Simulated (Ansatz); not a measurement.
Free-standing chains of the atoms of CaO, named by their start (strip: triangular double chain, ladder: square double chain); atoms and period are relaxed, and energies count from relaxed bulk CaO (Fm-3m, 14.09 Å³/atom, gap on the mesh 3.66 eV).

Theory: Ansatz, DFT PBE, scalar-relativistic, plane waves, PAW.

Settings: cutoff 420 eV, Γ-centred mesh 1×1×15 on the computed 4-atom cell, Gaussian smearing of 0.05 eV; collinear spin from starting moments 0.5 0.5 0.5 0.5 μB.

Start (ladder chain):

```xyz
4
Lattice="11.3000 0.0000 0.0000 0.0000 9.3000 0.0000 0.0000 0.0000 4.3471" Properties=species:S:1:pos:R:3 pbc="T T T"
Ca    4.5089    4.6500    0.0000
O     4.5089    4.6500    2.1736
O     6.7911    4.6500    0.0000
Ca    6.7911    4.6500    2.1736
```

Task: Relax it.

Result: The free energy falls by 12 meV/atom.

* excess energy (eV per host atom): 0.862
* period (Å): 4.379
* gap on the mesh (eV): 1.80
* highest filled level or Fermi level under vacuum (eV): 3.40
* size of the moment (μB per cell): 0.00

Relaxed structure:
```
CELL_PARAMETERS angstrom
11.30000 0.00000 0.00000
0.00000 9.30000 0.00000
0.00000 0.00000 4.37897
ATOMIC_POSITIONS crystal
Ca 0.40036 0.50000 0.00000
O 0.40611 0.50000 0.50000
O 0.59389 0.50000 0.00000
Ca 0.59964 0.50000 0.50000
```

An odd mesh misses points on the zone edge, so a gap read on it can be too wide.

Each run keeps its start's symmetry and one magnetic start, so lower states can exist.

It took 35 s on 2 threads of Arm Neoverse V2 (shared host), peak memory 0.67 GiB.